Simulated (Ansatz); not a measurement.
The system is Mo.

```xyz
1
Lattice="-1.5838 1.5838 1.5838 1.5838 -1.5838 1.5838 1.5838 1.5838 -1.5838" Properties=species:S:1:pos:R:3 pbc="T T T"
Mo    0.0000    0.0000    0.0000
```

Program: Ansatz 0.2.0. Alike in all runs: potentials or basis Ansatz PAW; cell as given; cutoff (eV) 420; smearing fermi-dirac 0.05 eV. Hardware: 2 threads of Intel(R) Xeon(R) Processor @ 2.70GHz (shared host).

Q: Order these runs on this cell by their wall time, lowest first.
A. task band structure; level PBEsol; spin off; k mesh 12 × 12 × 12; points for each segment of the path 14; mesh quality not flagged
B. task band structure; level PBEsol; spin SOC, no magnetisation; k mesh 9 × 9 × 9; points for each segment of the path 14; mesh quality not flagged
C. task band structure; level HSEsol; spin off; k mesh 6 × 6 × 6; points for each segment of the path 4; mesh quality coarse
D. task single point; level PBEsol0; spin off; k mesh 6 × 6 × 6; mesh quality coarse

A: A (1.3 s), B (3.1 s), D (8.3 s), C (36 s).

Caveats: some runs use coarse meshes.

Runs at the PBE level aren't shown here.
